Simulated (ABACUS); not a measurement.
The system is PbS.

```xyz
2
Lattice="2.1127 1.2197 3.4519 -2.1127 1.2197 3.4519 0.0000 -2.4395 3.4519" Properties=species:S:1:pos:R:3 pbc="T T T"
Pb    0.0000    0.0000   10.1545
S     0.0000    0.0000    4.9193
```

The cell is a database's computed one.

```yaml
Program: ABACUS 3.10.1
Task: single point
Functional: PBE
Potentials_or_basis: PseudoDojo NC SR 0.4.1 PBE standard
Cutoff: 857 eV
Density_cutoff: 3429 eV
Basis: plane waves
k_mesh: 8 × 8 × 8
Occupations: fermi-dirac, width 0.05 eV
Spin: no spin polarisation
```

On this cell: pressure 0.9 GPa; largest force 0.022 eV/Å; band gap on the k mesh 0.46 eV, direct.

The same run follows on a disturbed copy (atoms moved at random, drawn with an rms of 0.05 Å):

```
Pb S
1.0
     2.11266    1.21975    3.45192
    -2.11266    1.21975    3.45192
     0.00000   -2.43949    3.45192
Pb S
1 1
Cartesian
  0.0257 -0.0034 10.1828
  0.0296 0.0358 4.9550
```

Q: What does the disturbed cell give?

A: The energy moves by +0.1 meV/atom; pressure 0.9 GPa; largest force 0.026 eV/Å; band gap on the k mesh 0.46 eV, direct.

Forces in eV/Å, atoms in the order of the input:
```
Pb   0.002  0.016 -0.020
S   -0.002 -0.016  0.020
```

Caveats: spin-orbit coupling is left out, which as a rule narrows the gap of such compounds by several tenths of an eV.

A k mesh can miss the band edges.
